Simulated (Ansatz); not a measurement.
**NbP: experiment and calculation**

**Measured values to compare with.**

From “Conductance spectra of (Nb, Pb, In)/NbP -- superconductor/Weyl semimetal junctions”, 2019, arxiv:1908.07359, for a bulk crystal of NbP: lattice constant a 3.33544 ± 0.00006 Å; lattice constant c 11.3782 ± 0.0003 Å.

The runs below are set against these values where they give the same quantity.

The calculation used Ansatz 0.2.0, DFT r2SCAN, scalar-relativistic, plane waves, PAW.

Settings: cutoff 500 eV, Γ-centred mesh 18×18×18 on the computed 4-atom cell, Gaussian smearing of 0.10 eV; no spin polarisation.

Relaxed structure, symmetry kept:

```
Nb P
1.0
    -1.66996    1.66996    5.72446
     1.66996   -1.66996    5.72446
     1.66996    1.66996   -5.72446
Nb P
2 2
Direct
  0.74987 0.74987 0.00000
  0.49987 0.99987 0.50000
  0.33276 0.33276 0.00000
  0.08276 0.58276 0.50000
```

```
Space group                                                       : I4_1md (No. 109)
Volume per atom                                                   : 107.7 bohr³
Formation energy from the elements' standard states (uncorrected) : -1.107 eV/atom
Generalised Kohn–Sham band gap                                    : none (metal)
Density of states at the Fermi level                              : 0.06 states/eV per cell (so small that it hangs on the mesh: a semimetal, or crossings between mesh points)
Löwdin character within 0.5 eV of the Fermi level                 : Nb 4d 83 %, P 3p 12 %
Bader charges (e)                                                 : Nb (2 in the cell) 1.23, P (2 in the cell) -1.23
```

Measured lattice constant a of NbP: 3.33544 Å (the paper above). This calculation gives 3.340 Å (+0.1 %). 2 values of this kind are on record (3.335 to 3.33544 Å); this one was drawn at random among those near their median, those with a stated uncertainty first. A measured lattice constant c of NbP is 11.3782 Å (the paper above); the calculated 11.449 Å misses it by +0.6 %. 2 values of this kind are on record (11.3782 to 11.379 Å); this one was drawn at random among those near their median, those with a stated uncertainty first. The calculation is for 0 K without zero-point motion.

Cost: 1 run of about 7 core-minutes, on Intel Xeon Platinum 8488C (Sapphire Rapids) (shared hosts).